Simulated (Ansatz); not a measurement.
# MgSe (Fm-3m): the equilibrium volume

At what volume is MgSe (Fm-3m) free of pressure?

The COD entry's cell or inner coordinates are ideal or old and differ from later refinements, so a difference from it is no clean test against experiment.

Computed with Ansatz 0.2.0 (DFT PBEsol, scalar-relativistic, plane waves, PAW, unless a step's input says otherwise).

**1. The structure to begin with**

Symmetry: Fm-3m, No. 225, cubic system. The conventional cell has a = 5.469 Å, b = 5.469 Å, c = 5.469 Å, α = 90.00°, β = 90.00°, γ = 90.00°. Around Mg (site symmetry m-3m) lie 6 Se at 2.73 Å. Se (site symmetry m-3m) has 6 Mg at 2.73 Å as nearest neighbours.

Structure file:

```
Mg Se
1.0
     0.00000    2.73455    2.73455
     2.73455    0.00000    2.73455
     2.73455    2.73455    0.00000
Mg Se
1 1
Direct
  0.00000 0.00000 0.00000
  0.50000 0.50000 0.50000
```

**2. At the starting volume**

Contents of input.yaml:

```yaml
crystal:
  lattice:
    - [0.0, 2.7345548838, 2.7345548838]
    - [2.7345548838, 0.0, 2.7345548838]
    - [2.7345548838, 2.7345548838, 0.0]
  atoms:
    - { symbol: Mg, position: [0.0, 0.0, 0.0] }
    - { symbol: Se, position: [0.5, 0.5, 0.5] }
basis:
  ecutwfc: 420
  ecutrho_ratio: 4
kpoints:
  mp_grid: { grid: [10, 10, 10] }
hamiltonian:
  xc: pbesol
scf:
  occupations: { method: gaussian, width: 0.05 }
output:
  forces: true
  stress: true
  eigenvalues: true
```

Started as:

```sh
> ansatz run input.yaml --threads 8 --pin off --max-ram 15360MiB --backend cpu --events-out ev --progress --plain --runs-dir out
```

Further steps of the session: Next volume: 20.356 Å³/atom; A step to a new volume.

Before running it: what results should come out? Wanted: volume; pressure; conventional cell; gap on the mesh.

**Answer**, as computed:

| quantity | value |
| --- | --- |
| volume | 20.231 Å³/atom |
| pressure | 0.00 GPa |
| conventional cell | a = 5.450 Å, b = 5.450 Å, c = 5.450 Å, α = 90.00°, β = 90.00°, γ = 90.00° |
| gap on the mesh | 1.78 eV |

In words: Over the 3 runs shown the cell moved from 20.45 to 20.23 Å³/atom, a change of -1.1 %, where the pressure is zero within 0.01 GPa.

The gaps are Kohn-Sham values of a semilocal functional, not quasiparticle or optical gaps. Such gaps usually fall short of the measured ones.
